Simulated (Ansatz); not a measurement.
**35Cl fingerprints of the forms of NaCl**

All values are calculated (Ansatz; DFT, PBE, plane waves and PAW, scalar-relativistic, 420 eV cutoff), not measured. Q(35Cl) = -81.12 mb, I = 3/2. The cells come from the COD and the Materials Project (computed, not necessarily observed phases), with the atoms as given or relaxed (PBE, cell held). Spin–orbit coupling is left out.

**Question.** Rank the structures by their largest 35Cl |C_Q|, smallest first.
A. Fm-3m, 2 atoms in the cell run; Cl site: 6 Na at 2.81 Å
B. P-62m, 12 atoms in the cell run; Cl sites: (1) 6 Na at 2.87–2.88 Å. (2) 6 Na at 2.87–2.89 Å.

**Answer.** A (0 MHz), B (0.441 MHz).
